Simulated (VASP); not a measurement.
# SiC in VASP 6.6.1, single-point calculation

INCAR

```
NSW = 0
ENCUT = 520
LASPH = .TRUE.
LCHARG = .FALSE.
ALGO = Fast
ISMEAR = -4
SIGMA = 0.05
EDIFF = 1E-7
PREC = Accurate
NBANDS = 16
ISIF = 2
GGA = PS
IBRION = -1
NELM = 120
LWAVE = .FALSE.
LREAL = .FALSE.
```

KPOINTS

```
KPOINTS created by Atomic Simulation Environment
0
Gamma
12 12 6
0 0 0
```

POSCAR

```
Si C
 1.0000000000000000
     3.0753562450928453    0.0000000000287138   -0.0000000000000000
    -1.5376781225712892    2.6633366339231692    0.0000000000000000
    -0.0000000000000000    0.0000000000000000    5.0481081013589391
 Si  C
   2   2
Cartesian
 -0.0000000000165778  1.7755577559583506 -0.0020616743711291
  1.5376781225381340  0.8877788779935323  2.5219923763083409
 -0.0000000000165778  1.7755577559583506  1.8951022123807313
  1.5376781225381340  0.8877788779935323  4.4191562630602013
```

The recommended PBE PAW datasets give the neutral cell 16 valence electrons.

Command

```
mpirun -np 1 vasp_std
```

OSZICAR

```
N       E                     dE             d eps       ncg     rms          rms(c)
DAV:   1     0.243772736398E+02    0.24377E+02   -0.71941E+03  2432   0.896E+02
DAV:   2    -0.329059628720E+02   -0.57283E+02   -0.52290E+02  3512   0.158E+02
DAV:   3    -0.354160692463E+02   -0.25101E+01   -0.24993E+01  3200   0.302E+01
DAV:   4    -0.354343026119E+02   -0.18233E-01   -0.18231E-01  2992   0.316E+00
DAV:   5    -0.354344817503E+02   -0.17914E-03   -0.17913E-03  3184   0.295E-01    0.124E+01
RMM:   6    -0.319520400505E+02    0.34824E+01   -0.53957E+00  2459   0.110E+01    0.533E+00
RMM:   7    -0.318630955979E+02    0.88944E-01   -0.13397E+00  2633   0.619E+00    0.256E+00
RMM:   8    -0.318365991255E+02    0.26496E-01   -0.18337E-01  2566   0.260E+00    0.590E-01
RMM:   9    -0.318220390607E+02    0.14560E-01   -0.18099E-02  2944   0.827E-01    0.157E-01
RMM:  10    -0.318223253466E+02   -0.28629E-03   -0.70743E-03  2972   0.446E-01    0.119E-01
RMM:  11    -0.318225819787E+02   -0.25663E-03   -0.28928E-03  2683   0.283E-01    0.102E-01
RMM:  12    -0.318221568402E+02    0.42514E-03   -0.48553E-04  2851   0.115E-01    0.197E-02
RMM:  13    -0.318221617395E+02   -0.48993E-05   -0.15192E-04  2948   0.645E-02    0.891E-03
RMM:  14    -0.318221613010E+02    0.43849E-06   -0.93184E-06  2946   0.241E-02    0.521E-03
RMM:  15    -0.318221611414E+02    0.15966E-06   -0.13635E-06  3087   0.832E-03    0.189E-03
RMM:  16    -0.318221611009E+02    0.40513E-07   -0.23396E-07  2242   0.310E-03
   1 F= -.31822161E+02 E0= -.31822161E+02  d E =0.000000E+00
```

From OUTCAR

```
k-points           NKPTS =     76   k-points in BZ     NKDIM =     76   number of bands    NBANDS=     16

   NELECT =      16.0000    total number of electrons

   dimension x,y,z NGX =    24 NGY =   24 NGZ =   40
   dimension x,y,z NGXF=    48 NGYF=   48 NGZF=   80

  energy-cutoff  :      520.00
  volume of cell :       41.35
      direct lattice vectors                 reciprocal lattice vectors
     3.075356245  0.000000000  0.000000000     0.325165581  0.187734436  0.000000000
    -1.537678123  2.663336634  0.000000000    -0.000000000  0.375468871  0.000000000
     0.000000000  0.000000000  5.048108101     0.000000000  0.000000000  0.198094015

 k-points in reciprocal lattice and weights: KPOINTS created by Atomic Simulation Env
   0.00000000  0.00000000  0.00000000       0.001
   0.08333333  0.00000000  0.00000000       0.007
   0.16666667  0.00000000  0.00000000       0.007
   0.25000000  0.00000000  0.00000000       0.007
   0.33333333  0.00000000  0.00000000       0.007
   0.41666667  0.00000000  0.00000000       0.007
   0.50000000  0.00000000  0.00000000       0.003
   0.08333333  0.08333333  0.00000000       0.007
   ...

 E-fermi :   8.2846

 k-point     1 :       0.0000    0.0000    0.0000
  band No.  band energies     occupation
      1      -7.3799      2.00000
      2      -3.7762      2.00000
      3      -0.5524      2.00000
      4       6.8922      2.00000
      5       6.8922      2.00000
      6       8.0992      2.00000
      7       8.2134      2.00000
      8       8.2134      2.00000
      9      12.9603      0.00000
     10      14.3649      0.00000
     11      14.8112      0.00000
     12      14.8112      0.00000
     13      15.8941      0.00000
     14      17.1098      0.00000
     15      17.1098      0.00000
     16      19.4342      0.00000

 k-point     2 :       0.0833    0.0000    0.0000
  band No.  band energies     occupation
      1      -7.2588      2.00000
      2      -3.6726      2.00000
      3      -0.4401      2.00000
      4       6.2006      2.00000
      5       6.6780      2.00000
      6       7.7501      2.00000
      7       8.0215      2.00000
      8       8.1476      2.00000
      9      13.3668      0.00000
     10      14.3301      0.00000
     11      14.8497      0.00000
     12      15.0637      0.00000
     13      16.0740      0.00000
     14      16.8317      0.00000
     15      17.4112      0.00000
     16      19.1556      0.00000

 k-point     3 :       0.1667    0.0000    0.0000
  band No.  band energies     occupation
      1      -6.8986      2.00000
      2      -3.3706      2.00000
      3      -0.1119      2.00000
      4       4.6987      2.00000
      5       6.1952      2.00000
      6       6.6338      2.00000
      7       7.7365      2.00000
      8       7.9267      2.00000
      9      12.9966      0.00000
     10      14.9117      0.00000
     11      15.2382      0.00000
     12      15.4707      0.00000
     13      15.6023      0.00000
     14      17.2156      0.00000
     15      17.6782      0.00000
     16      18.0522      0.00000

 ...

  Total        0.1215111      0.1215111      0.0829284     -0.0000000      0.0000000      0.0000000
  in kB        4.7084331      4.7084331      3.2133940     -0.0000000      0.0000000      0.0000000
  external PRESSURE =       4.2100867 kB  Pullay stress =       0.0000000 kB

 POSITION                                       TOTAL-FORCE (eV/Angst)
 -----------------------------------------------------------------------------------
     -0.00000      1.77556      5.04605        -0.000000      0.000000      0.003572
      1.53768      0.88778      2.52199         0.000000     -0.000000      0.003572
     -0.00000      1.77556      1.89510        -0.000000     -0.000000     -0.003572
      1.53768      0.88778      4.41916         0.000000     -0.000000     -0.003572
 -----------------------------------------------------------------------------------
    total drift:                               -0.000000     -0.000000     -0.000055

  FREE ENERGIE OF THE ION-ELECTRON SYSTEM (eV)
  ---------------------------------------------------
  free  energy   TOTEN  =       -31.8221611009 eV

  energy  without entropy=      -31.8221611009  energy(sigma->0) =      -31.82216110
```

It converged. Results: gap between bands v and c on the k mesh 2.11 eV; least direct gap on the k mesh 3.85 eV; pressure 0.4 GPa. Band v is the last that the valence electrons fill when counted band by band, and c is the next.

For comparison, a separate PBEsol run of the intended cell, on usual settings and not on those above, gives a gap of 2.11 eV on its mesh and a pressure of 0.4 GPa.

The run above took about 18 s on one core of a shared host (Intel Xeon 6975P-C) and held 0.18 GiB at most.
